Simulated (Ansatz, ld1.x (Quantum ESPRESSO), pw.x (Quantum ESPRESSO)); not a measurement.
pw.x on bcc Os: one setting changed

Potential: norm-conserving Troullier–Martins (Kleinman–Bylander form), ld1.x (Quantum ESPRESSO) 7.5, PBE; core [Xe] 4f14, reference 5d6 6s0.5 6p0; waves: 6s (bound): rc 1.95 bohr; 6p (bound, empty): rc 3.20 bohr; 5d (bound): rc 2.38 bohr; 5f channel at 0.05 Ry: rc 2.95 bohr; local part: all-electron potential smoothed inside 2.55 bohr (lloc = -2); core correction: a·sin(br)/r model core inside 1.10 bohr.

The reference run (k-mesh 15³, cutoffs 50/200 Ry, Fermi–Dirac 0.01 Ry, mixing_beta 0.4, conv_thr 1e-9, no spin) gives -3.44 GPa at 14.794 Å³/atom, where all-electron LAPW gives -0.02 GPa. This run, with its own iteration cap, changes mixing_ndim to 2.

```
&control
  calculation='scf', prefix='x', pseudo_dir='./', outdir='./tmp', tstress=.true., disk_io='none'
/
&system
  ibrav=0, nat=1, ntyp=1, ecutwfc=50, ecutrho=200, nbnd=11,
  occupations='smearing', smearing='fd', degauss=0.01
/
&electrons
  conv_thr=1e-09, mixing_beta=0.4, electron_maxstep=60, mixing_ndim=2
/
ATOMIC_SPECIES
Os 1.0 Os.UPF
CELL_PARAMETERS angstrom
  -1.54647133 1.54647133 1.54647133
  1.54647133 -1.54647133 1.54647133
  1.54647133 1.54647133 -1.54647133
ATOMIC_POSITIONS crystal
Os 0.0000 0.0000 0.0000
K_POINTS automatic
15 15 15 0 0 0
```

```bash
pw.x < Os.scf.in > Os.scf.out
```

How does the run end?

It converges in 8 iterations; the free energy moves by +0.0 meV/atom and the pressure by +0.01 GPa. The result is that of the reference run.

```
Message from routine setup:
     using ibrav=0 with symmetry is DISCOURAGED, use correct ibrav instead
     lattice parameter (alat)  =       5.0618  a.u.
     unit-cell volume          =      99.8349 (a.u.)^3
     number of electrons       =         8.00
     number of Kohn-Sham states=           11
     kinetic-energy cutoff     =      50.0000  Ry
     charge density cutoff     =     200.0000  Ry
     scf convergence threshold =      1.0E-09
     Exchange-correlation= PBE
     number of k points=   120  Fermi-Dirac smearing, width (Ry)=  0.0100
     iteration #  1     ecut=    50.00 Ry     beta= 0.40
     total energy              =     -54.09985727 Ry
     estimated scf accuracy    <       0.85753217 Ry
     iteration #  2     ecut=    50.00 Ry     beta= 0.40
     total energy              =     -54.10496515 Ry
     estimated scf accuracy    <       0.09644563 Ry
     iteration #  3     ecut=    50.00 Ry     beta= 0.40
     total energy              =     -54.12532068 Ry
     estimated scf accuracy    <       0.00059400 Ry
     iteration #  4     ecut=    50.00 Ry     beta= 0.40
     total energy              =     -54.12546047 Ry
     estimated scf accuracy    <       0.00063745 Ry
     iteration #  5     ecut=    50.00 Ry     beta= 0.40
     total energy              =     -54.12557608 Ry
     estimated scf accuracy    <       0.00000017 Ry
     iteration #  6     ecut=    50.00 Ry     beta= 0.40
     total energy              =     -54.12557667 Ry
     estimated scf accuracy    <       0.00000002 Ry
     iteration #  7     ecut=    50.00 Ry     beta= 0.40
     total energy              =     -54.12557668 Ry
     estimated scf accuracy    <          4.3E-09 Ry
     iteration #  8     ecut=    50.00 Ry     beta= 0.40
     the Fermi energy is    18.2057 ev
!    total energy              =     -54.12557668 Ry
     estimated scf accuracy    <          4.0E-10 Ry
     smearing contrib. (-TS)   =      -0.00642217 Ry
     The total energy is F=E-TS. E is the sum of the following terms:
     one-electron contribution =      16.78427065 Ry
     hartree contribution      =       1.02903965 Ry
     xc contribution           =     -32.08330632 Ry
     ewald contribution        =     -39.84915848 Ry
     convergence has been achieved in   8 iterations
          total   stress  (Ry/bohr**3)                   (kbar)     P=      -34.35
     Message from routine punch:
     Nothing written, as per user request (disk_io='none')
```

The run took about 7.3 s on one core of a shared host (Neoverse-V2, 96 threads, 742 GiB, load 17).
